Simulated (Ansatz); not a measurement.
# Spin spirals in EuS — Ansatz, plane waves and PAW

Space group Fm-3m (No. 225), 2 atoms in the cell of the first input below: a = 4.212 Å, b = 4.212 Å, c = 4.212 Å, α = 60.00°, β = 60.00°, γ = 60.00°.

The cell was built from a prototype of a structure type listed for this compound, at its measured volume, taken without relaxation (pressure -3.9 GPa with this functional, without spin–orbit coupling). Functional: LDA+U (Eu 7 eV).

Each state is solved self-consistently from atoms in the crystal's own cell, by the generalised Bloch theorem and without spin–orbit coupling. One of the inputs (q = (0.500, 0.000, 0.500)); the others differ in the wave vector alone:

```yaml
crystal:
  lattice:
    - [0.0, 2.978501867, 2.978501867]
    - [2.978501867, 0.0, 2.978501867]
    - [2.978501867, 2.978501867, 0.0]
  atoms:
    - { symbol: Eu, position: [0.5, 0.5, 0.5], spin: 7.55, spin_axis: [1.0, 0.0, 0.0] }
    - { symbol: S, position: [0.0, 0.0, 0.0] }
basis:
  ecutwfc: 420
  ecutrho_ratio: 4
kpoints:
  mp_grid: { grid: [8, 8, 8] }
hamiltonian:
  xc: lda
  hubbard: { sites: [{ species: Eu, l: f, u_eff: 7.0 }] }
scf:
  occupations: { method: gaussian, width: 0.05 }
  lower_state_search: "off"
output:
  forces: true
  stress: false
  eigenvalues: true
  populations: true
  hubbard: { sites: [{ species: Eu, l: f }] }
magnetization:
  noncollinear: true
  spin_orbit: false
  spin_spiral: { q: [0.5, 0.0, 0.5] }
```

```bash
ansatz run input.yaml --threads 4 --pin off --max-ram 9216MiB --backend cpu --events-out ev --progress --plain --runs-dir out
```

Time: 2 min on 4 threads of Intel(R) Xeon(R) 6975P-C (Granite Rapids) (shared host), peak memory 2.9 GiB.

Question: Rank these by energy, lowest first (extrapolated to zero smearing, counted from the spiral at q = 0, meV per cell).
A. q = (0.375, 0.000, 0.375)
B. q = (0.312, 0.125, 0.312)
C. q = (0.250, 0.000, 0.250)
D. q = (0.000, 0.000, 0.000)
E. q = (0.188, 0.188, 0.375)
F. q = (0.125, 0.000, 0.125)
G. q = (0.625, 0.250, 0.625)
H. q = (0.500, 0.000, 0.500)

Answer: D (0.00), F (0.47), E (2.14), B (2.47), C (2.55), A (4.80), G (5.27), H (6.10).

```
                    order  meV per cell  largest spin moment, Gaussian weights (μB)  gap on the mesh (eV)
q = (0.000, 0.000, 0.000)          0.00                                        6.53                  0.76
q = (0.500, 0.000, 0.500)          6.10                                        6.52                  1.21
q = (0.625, 0.250, 0.625)          5.27                                        6.53                  1.39
q = (0.250, 0.000, 0.250)          2.55                                        6.53                  1.12
q = (0.312, 0.125, 0.312)          2.47                                        6.53                  1.30
q = (0.188, 0.188, 0.375)          2.14                                        6.53                  1.32
q = (0.125, 0.000, 0.125)          0.47                                        6.53                  0.87
q = (0.375, 0.000, 0.375)          4.80                                        6.52                  1.26
```

The spin moment changes by 0 % over these states. Differences under about 1 meV may lie within the mesh error, so those places of the ranking aren't settled.

Caveats: each run may end in a state that is not the lowest; only the orders listed are compared, and the order found in nature may be another, or none.

The ferromagnetic state lies clearly below every spiral except the longest-wavelength one, in line with the ferromagnetism known for EuS. The nearly constant moment points to localised, half-filled Eu 4f shells, so the energy differences mainly reflect coupling between moments rather than their formation. At q = (0.500, 0.000, 0.500) second neighbours along the cube axes are parallel again, so its cost of 6.10 meV suggests ferromagnetic nearest-neighbour exchange, probably through virtual 4f–5d excitation.

The gap is smallest for parallel moments, 0.76 eV, as expected when 4f–5d exchange splits the conduction band and lowers its majority-spin edge. It doesn't follow the energy order among the spirals, however, and some of its variation may come from k-point sampling. The ferromagnetic gap is also well below the measured optical one, probably because the local functional places the Eu 5d states too close to the 4f levels. The antiferromagnetic order with antiparallel second neighbours, the most direct test of superexchange through sulfur, is not among these states.
